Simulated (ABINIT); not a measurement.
# Si2Mo (I4/mmm) in ABINIT: notebook

Runs on Si2Mo. Level: PBEsol. Tasks: relaxation of cell and atoms, single point.

Program: ABINIT 10.8.3 (patched build). These are calculated values, not measurements. Logs are shortened: lines on timing, memory, paths and dates and some standing lists are left out, and cuts for length are marked. The log counts tension as positive stress, the text compression.

**1. The structure**

Symmetry: I4/mmm, No. 139, tetragonal system. Conventional cell: a = 3.200 Å, b = 3.200 Å, c = 7.861 Å, α = 90.00°, β = 90.00°, γ = 90.00°. Mo (site symmetry 4/mmm) is surrounded by 10 Si at 2.62 Å. Si (site symmetry 4mm) is surrounded by 5 Si at 2.61 to 2.63 Å and 5 Mo at 2.62 Å.

**2. Relaxation of cell and atoms, PBEsol**

run.abi reads:

```
# Pseudopotentials
pp_dirpath "./"
pseudos "Mo.upf, Si.upf"

# Structure
acell 3*1.0
rprim
    -3.0235617994     3.0235617994     7.4275685328
     3.0235617994    -3.0235617994     7.4275685328
     3.0235617994     3.0235617994    -7.4275685328
ntypat 2
znucl 42 14
natom 3
typat 1 2 2
chkprim 0
chksymtnons 0
tolsym 1.0e-6
xred
            0.0            0.0            0.0
   0.6670000000   0.6670000000            0.0
   0.3330000000   0.3330000000            0.0

# Plane-wave basis
ecut 40.0
ecutsm 0.5

# k points
kptopt 1
ngkpt 9 9 9
nshiftk 1
shiftk 0.0 0.0 0.0

# Exchange and correlation
ixc -116133

# Bands and occupations
nband 15
occopt 3
tsmear 0.05 eV

# SCF cycle
nstep 80
tolvrs 1.0e-12

# Output
iomode 3
prteig 0
prtebands 0
prtwf 0
prtden 0

# Relaxation
ionmov 2
optcell 2
ntime 50
tolmxf 2.0e-5
dilatmx 1.08
```

Potentials or basis: PseudoDojo NC SR PBEsol v0.4.1 standard.

Run with:

```bash
mpirun --bind-to none -np 4 abinit run.abi > log 2>&1
```

run.abo:

```text
.Version 10.8.3 of ABINIT
 Symmetries : space group I4/m m m (#139); Bravais tI (body-center tetrag.)
================================================================================
 Values of the parameters that define the memory need of the present run
     intxc =       0    ionmov =       2      iscf =       7    lmnmax =       6
     lnmax =       6     mgfft =      54  mpssoang =       3    mqgrid =    3001
     natom =       3  nloc_mem =       1    nspden =       1   nspinor =       1
    nsppol =       1      nsym =      16    n1xccc =    2501    ntypat =       2
    occopt =       3   xclevel =       2
       mpw =        4167          nfft =      157464          nkpt =          75
================================================================================
================================================================================

--------------------------------------------------------------------------------
------------- Echo of variables that govern the present computation ------------
--------------------------------------------------------------------------------
 -outvars: echo values of preprocessed input variables --------
            acell      1.0000000000E+00  1.0000000000E+00  1.0000000000E+00 Bohr
              amu      9.59400000E+01  2.80855000E+01
          chkprim           0
      chksymtnons           0
          dilatmx      1.08000000E+00
             ecut      4.00000000E+01 Hartree
           ecutsm      5.00000000E-01 Hartree
           ionmov           2
                       outvar_i_n : Printing only first  50 k-points.
              ixc     -116133
                       outvar_i_n : Printing only first  50 k-points.
         kptrlatt        9    0    0      0    9    0      0    0    9
          kptrlen      5.44241124E+01
            natom           3
            nband          15
            ngfft          54      54      54
             nkpt          75
            nstep          80
             nsym          16
            ntime          50
           ntypat           2
                       prtocc : prtvol=0, do not print more k-points.
           occopt           3
          optcell           2
           prtden           0
        prtebands           0
           prteig           0
            prtwf           0
            rprim     -3.0235617994E+00  3.0235617994E+00  7.4275685328E+00
                       3.0235617994E+00 -3.0235617994E+00  7.4275685328E+00
                       3.0235617994E+00  3.0235617994E+00 -7.4275685328E+00
          spgroup         139
           tolmxf      2.00000000E-05
           tolsym      1.00000000E-06
           tolvrs      1.00000000E-12
           tsmear      1.83746611E-03 Hartree
            typat      1  2  2
                       outvars : Printing only first  50 k-points.
           xangst      0.0000000000E+00  0.0000000000E+00  0.0000000000E+00
                       1.3376319501E-16 -9.8898455640E-17  5.2432869964E+00
                       3.8556339167E-17 -2.1150104970E-17  2.6177129982E+00
            xcart      0.0000000000E+00  0.0000000000E+00  0.0000000000E+00
                       2.5277580429E-16 -1.8689099543E-16  9.9083764228E+00
                       7.2860921443E-17 -3.9967905927E-17  4.9467606428E+00
             xred      0.0000000000E+00  0.0000000000E+00  0.0000000000E+00
                       6.6700000000E-01  6.6700000000E-01  1.0895231060E-17
                       3.3300000000E-01  3.3300000000E-01  5.4394481902E-18
            znucl       42.00000   14.00000

================================================================================

 chkinp: Checking input parameters for consistency.

================================================================================
== DATASET  1 ==================================================================

--- !DatasetInfo
iteration_state: {dtset: 1, }
dimensions: {natom: 3, nkpt: 75, mband: 15, nsppol: 1, nspinor: 1, nspden: 1, mpw: 4167, }
cutoff_energies: {ecut:  40.0, pawecutdg:  -1.0, }
electrons: {nelect:   2.20000000E+01, charge:   0.00000000E+00, occopt:   3.00000000E+00, tsmear:   1.83746611E-03, }
meta: {optdriver: 0, ionmov: 2, optcell: 2, iscf: 7, paral_kgb: 0, }
...

 Real(R)+Recip(G) space primitive vectors, cartesian coordinates (Bohr,Bohr^-1):
 R(1)= -3.0235618  3.0235618  7.4275685  G(1)=  0.0000000  0.1653679  0.0673168
 R(2)=  3.0235618 -3.0235618  7.4275685  G(2)=  0.1653679  0.0000000  0.0673168
 R(3)=  3.0235618  3.0235618 -7.4275685  G(3)=  0.1653679  0.1653679  0.0000000
 Unit cell volume ucvol=  2.7160913E+02 bohr^3
 Angles (23,13,12)=  1.38683989E+02  1.38683989E+02  5.98570360E+01 degrees

 getcut: wavevector=  0.0000  0.0000  0.0000  ngfft=  54  54  54
         ecut(hartree)=     46.656   => boxcut(ratio)=   2.04972

--- Pseudopotential description ------------------------------------------------
- pspini: atom type   1  psp file is ./Mo.upf
  42.00000  14.00000  180301                  znucl, zion, pspdat
12 -116133 2 -1 1640                          pspcod,pspxc,lmax,lloc,mmax
     nproj     2     2     2

- pspini: atom type   2  psp file is ./Si.upf
  14.00000   4.00000  180301                  znucl, zion, pspdat
12 -116133 2 -1 1510                          pspcod,pspxc,lmax,lloc,mmax
     nproj     2     2     2

   6.96943745E+02                                ecore*ucvol(ha*bohr**3)
--------------------------------------------------------------------------------

================================================================================

=== [ionmov= 2] Broyden-Fletcher-Goldfarb-Shanno method (forces)
================================================================================

--- Iteration: ( 1/50) Internal Cycle: (1/1)
--------------------------------------------------------------------------------

---SELF-CONSISTENT-FIELD CONVERGENCE--------------------------------------------

--- !BeginCycle
iteration_state: {dtset: 1, itime: 1, icycle: 1, }
solver: {iscf: 7, nstep: 80, nline: 4, wfoptalg: 0, }
tolerances: {tolvrs: 1.00E-12, }
...

     iter   Etot(hartree)      deltaE(h)  residm     vres2
 ETOT  1  -78.645339819070    -7.865E+01 8.518E-02 1.607E+03
 ETOT  2  -78.455377081147     1.900E-01 2.316E-02 5.575E+03
 ETOT  3  -78.804373426672    -3.490E-01 2.198E-02 1.526E+01
 ETOT  4  -78.805582423277    -1.209E-03 9.880E-03 1.118E+00
 ETOT  5  -78.805648619587    -6.620E-05 2.771E-03 9.435E-02
 ETOT  6  -78.805654765421    -6.146E-06 1.363E-03 3.533E-05
 ETOT  7  -78.805654771319    -5.899E-09 9.739E-04 4.426E-07
 ETOT  8  -78.805654771322    -2.998E-12 4.059E-04 1.154E-06
 ETOT  9  -78.805654771400    -7.780E-11 2.806E-04 1.871E-09
 ETOT 10  -78.805654771406    -5.755E-12 3.266E-04 1.041E-10
 ETOT 11  -78.805654771409    -2.871E-12 1.421E-04 2.271E-13

 At SCF step   11       vres2   =  2.27E-13 < tolvrs=  1.00E-12 =>converged.

 Cartesian components of stress tensor (hartree/bohr^3)
  sigma(1 1)=  7.26739651E-05  sigma(3 2)=  0.00000000E+00
  sigma(2 2)=  7.26739651E-05  sigma(3 1)=  0.00000000E+00
  sigma(3 3)=  1.26331359E-04  sigma(2 1)=  0.00000000E+00
[... 877 lines left out ...]
 -5.11947144721977E-19 -1.19865668677527E-19 -4.81577288915798E-19
  6.64762548980514E-01  6.64762548980514E-01  1.05614818371983E-17
  3.35237451019486E-01  3.35237451019486E-01  6.71324518211027E-18
 Cartesian forces (fcart) [Ha/bohr]; max,rms= 2.30733E-06 1.08768E-06 (free atoms)
  1.87268151302474E-22  1.87268151302474E-22 -0.00000000000000E+00
  1.61988127843052E-22 -2.61528345784098E-22 -2.30732509541821E-06
 -3.49256279145526E-22  7.42601944816243E-23  2.30732509541821E-06
 Gradient of E wrt nuclear positions in reduced coordinates (gred)
  7.50345303166660E-39  3.37232969211888E-39 -1.12937726300573E-21
  1.70451580885041E-05  1.70451580885041E-05 -1.70451580885041E-05
 -1.70451580885041E-05 -1.70451580885041E-05  1.70451580885041E-05
 Scale of Primitive Cell (acell) [bohr]
  8.52989607705599E+00  8.52989607705599E+00  8.52989607705599E+00
 Real space primitive translations (rprimd) [bohr]
 -3.01540132465337E+00  3.01540132465337E+00  7.38741069576699E+00
  3.01540132465337E+00 -3.01540132465337E+00  7.38741069576699E+00
  3.01540132465337E+00  3.01540132465337E+00 -7.38741069576699E+00
 Unitary Cell Volume (ucvol) [Bohr^3]=  2.68684416097910E+02
 Angles (23,13,12)= [degrees]
  1.38595725479295E+02  1.38595725479295E+02  5.99918315195827E+01
 Lengths [Bohr]
  8.52989607705599E+00  8.52989607705599E+00  8.52989607705599E+00
 Stress tensor in cartesian coordinates (strten) [Ha/bohr^3]
  6.25701597253142E-08  0.00000000000000E+00  0.00000000000000E+00
  0.00000000000000E+00  6.25701597322531E-08  0.00000000000000E+00
  0.00000000000000E+00  0.00000000000000E+00  7.51525010452003E-08
 Total energy (etotal) [Ha]= -7.88060341338457E+01

 Difference of energy with previous step (new-old):
           Absolute (Ha)=-3.88269E-09
           Relative     =-4.92689E-11

 At Broyd/MD step   9, gradients are converged :
  max grad (force/stress) = 7.5153E-06 < tolmxf= 2.0000E-05 ha/bohr (free atoms)

================================================================================

 ----iterations are completed or convergence reached----

 Mean square residual over all n,k,spin=   17.743E-10; max=  19.958E-07
 reduced coordinates (array xred) for    3 atoms
      -0.000000000000     -0.000000000000     -0.000000000000
       0.664762548981      0.664762548981      0.000000000000
       0.335237451019      0.335237451019      0.000000000000
 rms dE/dt=  1.3917E-05; max dE/dt=  1.7045E-05; dE/dt below (all hartree)
    1       0.000000000000      0.000000000000      0.000000000000
    2       0.000017045158      0.000017045158     -0.000017045158
    3      -0.000017045158     -0.000017045158      0.000017045158

 cartesian coordinates (angstrom) at end:
    1     -0.00000000000000    -0.00000000000000    -0.00000000000000
    2      0.00000000000000    -0.00000000000000     5.19744517171758
    3     -0.00000000000000     0.00000000000000     2.62105359854020

 cartesian forces (hartree/bohr) at end:
    1      0.00000000000000     0.00000000000000    -0.00000000000000
    2      0.00000000000000    -0.00000000000000    -0.00000230732510
    3     -0.00000000000000     0.00000000000000     0.00000230732510
 frms,max,avg= 1.0876835E-06 2.3073251E-06   0.000E+00  0.000E+00  0.000E+00 h/b

 cartesian forces (eV/Angstrom) at end:
    1      0.00000000000000     0.00000000000000    -0.00000000000000
    2      0.00000000000000    -0.00000000000000    -0.00011864742683
    3     -0.00000000000000     0.00000000000000     0.00011864742683
 frms,max,avg= 5.5930933E-05 1.1864743E-04   0.000E+00  0.000E+00  0.000E+00 e/A
 length scales=  8.529896077056  8.529896077056  8.529896077056 bohr
              =  4.513826612287  4.513826612287  4.513826612287 angstroms
 Fermi (or HOMO) energy (hartree) =   0.47458   Average Vxc (hartree)=  -0.45936
 Eigenvalues (hartree) for nkpt=  75  k points:
 kpt#   1, nband= 15, wtk=  0.00137, kpt=  0.0000  0.0000  0.0000 (reduced coord)
  -1.75094   -0.80237   -0.79912   -0.79912   -0.01917    0.23908    0.35213    0.36160
   0.37983    0.37983    0.49093    0.59293    0.59539    0.60723    0.60723
      occupation numbers for kpt#   1
   2.00000    2.00000    2.00000    2.00000    2.00000    2.00000    2.00000    2.00000
   2.00000    2.00000    0.00027    0.00000    0.00000    0.00000    0.00000
 prteigrs : prtvol=0 or 1, do not print more k-points.

--- !EnergyTerms
iteration_state     : {dtset: 1, itime: 9, icycle: 1, }
comment             : Components of total free energy in Hartree
kinetic             :  2.57142973477055E+01
hartree             :  1.49703499540970E+01
xc                  : -1.35336937440843E+01
Ewald energy        : -6.29343640540187E+01
psp_core            :  2.59391205124919E+00
local_psp           : -5.53379585387982E+01
non_local_psp       :  9.72150235689271E+00
internal            : -7.88059546269568E+01
'-kT*entropy'       : -7.95068889050246E-05
total_energy        : -7.88060341338457E+01
total_energy_eV     : -2.14442143333004E+03
band_energy         : -4.13522877468700E+00
...

 rms coord change=  1.4916E-03   atom, delta coord (reduced):
     1       -0.000000000000     -0.000000000000     -0.000000000000
     2       -0.002237451019     -0.002237451019     -0.000000000000
     3        0.002237451019      0.002237451019      0.000000000000

 Cartesian components of stress tensor (hartree/bohr^3)
  sigma(1 1)=  6.25701597E-08  sigma(3 2)=  0.00000000E+00
  sigma(2 2)=  6.25701597E-08  sigma(3 1)=  0.00000000E+00
  sigma(3 3)=  7.51525010E-08  sigma(2 1)=  0.00000000E+00

-Cartesian components of stress tensor (GPa)         [Pressure= -1.9643E-03 GPa]
- sigma(1 1)=  1.84087766E-03  sigma(3 2)=  0.00000000E+00
- sigma(2 2)=  1.84087766E-03  sigma(3 1)=  0.00000000E+00
- sigma(3 3)=  2.21106292E-03  sigma(2 1)=  0.00000000E+00

== END DATASET(S) ==============================================================
================================================================================

 -outvars: echo values of variables after computation  --------
            acell      8.5298960771E+00  8.5298960771E+00  8.5298960771E+00 Bohr
           etotal     -7.8806034134E+01
            fcart      1.8726815130E-22  1.8726815130E-22 -0.0000000000E+00
                       1.6198812784E-22 -2.6152834578E-22 -2.3073250954E-06
                      -3.4925627915E-22  7.4260194482E-23  2.3073250954E-06
            rprim     -3.5350973768E-01  3.5350973768E-01  8.6606104330E-01
                       3.5350973768E-01 -3.5350973768E-01  8.6606104330E-01
                       3.5350973768E-01  3.5350973768E-01 -8.6606104330E-01
           strten      6.2570159725E-08  6.2570159732E-08  7.5152501045E-08
                       0.0000000000E+00  0.0000000000E+00  0.0000000000E+00
           xangst     -1.4280682739E-19 -1.3940812698E-18 -5.8730813171E-19
                       1.1996643912E-16 -8.6260913346E-17  5.1974451717E+00
                      -1.2132429262E-16  1.4274869707E-16  2.6210535985E+00
             xred     -5.1194714472E-19 -1.1986566868E-19 -4.8157728892E-19
                       6.6476254898E-01  6.6476254898E-01  1.0561481837E-17
                       3.3523745102E-01  3.3523745102E-01  6.7132451821E-18
 Calculation completed.
```

Run time: 5.4 min. Hardware: 4 MPI ranks of Intel Xeon 6975P-C (Granite Rapids), shared host; peak memory 0.48 GiB.

Results:

- Free energy: -2144.4214 eV
- Relaxed volume: 13.27 Å³/atom
- Relaxed cell: a = 4.514 Å, b = 4.514 Å, c = 4.514 Å, α = 138.60°, β = 138.60°, γ = 59.99°
- Space group after relaxing (to 0.05 Å): I4/mmm (No. 139)
- Energy gained by relaxing: 3.4 meV/atom
- Ionic steps: 9
- Pressure after relaxing: 0.0 GPa
- Band gap on the k mesh: none (metal or under the smearing width)

The path:
```tsv
step	energy change (eV)	largest force (eV/Å)	pressure (GPa)	volume (Å³)
1	0.0000	0.3500	-2.66	40.25
2	-0.0061	0.2722	-0.84	39.92
3	-0.0088	0.1543	0.59	39.69
4	-0.0096	0.0876	0.64	39.69
5	-0.0103	0.0009	0.22	39.78
6	-0.0103	0.0018	0.03	39.81
7	-0.0103	0.0001	-0.01	39.82
8	-0.0103	0.0003	-0.01	39.82
9	-0.0103	0.0001	0.00	39.81
```

Final structure:
```
Mo Si
1.0
    -1.59568    1.59568    3.90925
     1.59568   -1.59568    3.90925
     1.59568    1.59568   -3.90925
Mo Si
1 2
Direct
  0.00000 0.00000 0.00000
  0.66476 0.66476 0.00000
  0.33524 0.33524 0.00000
```

**3. Single point, PBEsol (cell relaxed)**

run.abi reads:

```
# Pseudopotentials
pp_dirpath "./"
pseudos "Mo.upf, Si.upf"

# Structure
acell 3*1.0
rprim
    -3.0154013195     3.0154013195     7.3874107000
     3.0154013195    -3.0154013195     7.3874107000
     3.0154013195     3.0154013195    -7.3874107000
ntypat 2
znucl 42 14
natom 3
typat 1 2 2
xred
     0.0000000000     0.0000000000     0.0000000000
     0.6647625500     0.6647625500     0.0000000000
     0.3352374500     0.3352374500     0.0000000000
chkprim 0
chksymtnons 0
tolsym 1.0e-6

# Plane-wave basis
ecut 40.0

# k points
kptopt 1
ngkpt 9 9 9
nshiftk 1
shiftk 0.0 0.0 0.0

# Exchange and correlation
ixc -116133

# Bands and occupations
nband 15
occopt 3
tsmear 0.00183747

# SCF cycle
nstep 100
tolvrs 1.0e-10

# Output
iomode 3
prtwf 0
prtden 0
prteig 0
prtebands 0
enunit 2
```

Potentials or basis: PseudoDojo NC SR PBEsol v0.4.1 standard.

Run with:

```bash
mpirun --bind-to none -np 4 abinit run.abi > log 2>&1
```

It took 34 s on 4 MPI ranks of Intel Xeon 6975P-C (Granite Rapids), shared host; peak memory 0.4 GiB.

It converged, with:

```yaml
Free_energy: -2144.4215 eV
Pressure: 0.0 GPa
Band_gap_on_the_k_mesh: none (metal or under the smearing width)
Valence_electrons_inside_the_program's_atomic_spheres: Mo 10.62; Si 1.79
```

Levels at points of the mesh, in eV from the Fermi level:
```tsv
k point	band 9	band 10	band 11	band 12	band 13	band 14
(0.00, 0.00, 0.00)	-2.58	-2.58	0.44	3.22	3.29	3.61
```
